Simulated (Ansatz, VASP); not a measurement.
# Two plane-wave programs on PbS

```xyz
2
Lattice="0.0000 2.9650 2.9650 2.9650 0.0000 2.9650 2.9650 2.9650 0.0000" Properties=species:S:1:pos:R:3 pbc="T T T"
Pb    0.0000    0.0000    0.0000
S     3.0100    2.9650    2.9650
```

Change from the starting cell: one atom moved.

Alike in both runs: task single point; functional PBE; k mesh 10 × 10 × 10; occupations gaussian, width 0.05 eV; no spin polarisation.

```csv
,VASP,Ansatz
version,VASP 6.6.1,Ansatz 0.2.0
potentials or method,"VASP PAW PBE potentials, release 64 (Pb_d, S)","scalar-relativistic, plane waves, PAW"
plane-wave cutoff (eV),520,420
valence electrons in the cell,20,20
```

Ansatz gave:

```
gap on the k mesh at the Fermi level (eV)       : 0.38
least direct gap on the mesh (eV)               : 0.38
pressure (GPa)                                  : 2.3
largest component of the traceless stress (GPa) : 0.06
rms of the force components (eV/Å)              : 0.015
```

Problem. Estimate VASP's values.

Solution. gap on the k mesh at the Fermi level (eV): 0.39; least direct gap on the mesh (eV): 0.39; pressure (GPa): 2.2; largest component of the traceless stress (GPa): 0.06; rms of the force components (eV/Å): 0.015.

Atom by atom the forces differ by 0.000 eV/Å (rms over components).

Caveats: spin-orbit coupling is left out, which as a rule narrows the gap of such compounds by several tenths of an eV.
